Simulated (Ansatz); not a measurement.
**Cu3Au (Pm-3m): a single-point run**

The task is a single-point run on Cu3Au (Pm-3m). The structure is shown as the input types it.

Method: Kohn-Sham DFT, with the functional, basis and potentials that each input names (as first typed), in Ansatz 0.2.0.

1 further run of the same task is left out (it didn't finish). Runs told in other sessions of the task aren't counted.

**1. Starting point**

It takes space group Pm-3m (No. 221, cubic). Conventional cell: a = 3.775 Å, b = 3.775 Å, c = 3.775 Å, α = 90.00°, β = 90.00°, γ = 90.00°. Cu (site symmetry 4/mmm) is surrounded by 8 Cu at 2.67 Å and 4 Au at 2.67 Å. Around Au (site symmetry m-3m) lie 12 Cu at 2.67 Å.

As a file:

```
CELL_PARAMETERS angstrom
3.77497 0.00000 0.00000
0.00000 3.77497 0.00000
0.00000 0.00000 3.77497
ATOMIC_POSITIONS crystal
Cu 0.00000 0.50000 0.50000
Cu 0.50000 0.00000 0.50000
Cu 0.50000 0.50000 0.00000
Au 0.00000 0.00000 0.00000
```

**2. Running it**

The input, input.yaml:

```yaml
crystal:
  lattice:
    - [3.7749690497, 0.0, 0.0]
    - [0.0, 3.7749690497, 0.0]
    - [0.0, 0.0, 3.7749690497]
  atoms:
    - { symbol: Cu, position: [0.0, 0.5, 0.5] }
    - { symbol: Cu, position: [0.5, 0.0, 0.5] }
    - { symbol: Cu, position: [0.5, 0.5, 0.0] }
    - { symbol: Au, position: [0.0, 0.0, 0.0] }
basis:
  ecutwfc: 420
  ecutrho_ratio: 4
kpoints:
  mp_grid: { grid: [10, 10, 10] }
hamiltonian:
  xc: pbe
  hubbard: { sites: [{ species: Au, l: d, u_eff: 40.0 }] }
scf:
  occupations: { method: gaussian, width: 0.05 }
  max_iter: 75
output:
  forces: true
  stress: true
magnetization:
  noncollinear: true
  spin_orbit: true
```

Launch:

```console
> ansatz run input.yaml --threads 4 --pin off --max-ram 7168MiB --backend cpu --events-out ev --progress --plain --runs-dir out
```

Q: Will this input give a usable result? If not, why, and what should change?

The run converged and reported no error, with warnings (filled band counts differ across k points). Convergence says nothing about whether the input makes sense.

In the input, hamiltonian.hubbard.sites is [{species: Au, l: d, u_eff: 40.0}]. The U is far outside the few eV that correlated shells need; it reshapes the shell's occupations.

Run again and compare: delete hamiltonian.hubbard.sites.
